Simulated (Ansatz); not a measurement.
Input of an Ansatz 0.2.0 run:

input.yaml

```yaml
crystal:
  lattice:
    - [0.0, 3.059, 3.059]
    - [3.059, 0.0, 3.059]
    - [3.059, 3.059, 0.0]
  atoms:
    - { symbol: Sb, position: [0.75, 0.75, 0.75] }
    - { symbol: Ga, position: [0.0, 0.0, 0.0] }
kpoints:
  mp_grid: { grid: [8, 8, 8] }
scf:
  occupations: { method: gaussian, width: 0.018 }
hamiltonian:
  xc: pbe
  pseudopotentials: { kind: all_electron, lapw: { basis_error: 0.001 } }
output:
  forces: true
  stress: true
  eigenvalues: true
```

Potentials or basis: all-electron LAPW, scalar-relativistic.

Run with:

```console
$ ansatz run input.yaml --threads 1 --pin off --max-ram 3072MiB --backend cpu --events-out ev --progress --plain --runs-dir out
```

(1) What does it give for the band gap on the k mesh?

(2) Estimate the pressure.

## Answers

(1) 0.04 eV, direct.

(2) 2.3 GPa.

Caveat: spin-orbit coupling is left out, which moves the levels of the heavy elements.

**Experimental background.**

From a printed reference work, data compilation, for a bulk crystal of GaSb at 4.2 K: band gap 0.811 eV (direct).

Against the measured gap of GaSb, 0.811 eV (direct; 4.2 K; a printed reference work, data compilation), the calculated 0.04 eV is off by -0.77 eV. Spin-orbit coupling on Ga, Sb is left out. The value is that of PBE on a finite k mesh, which can miss the band edges, without temperature or zero-point motion. Semilocal functionals fall short of measured gaps as a rule.
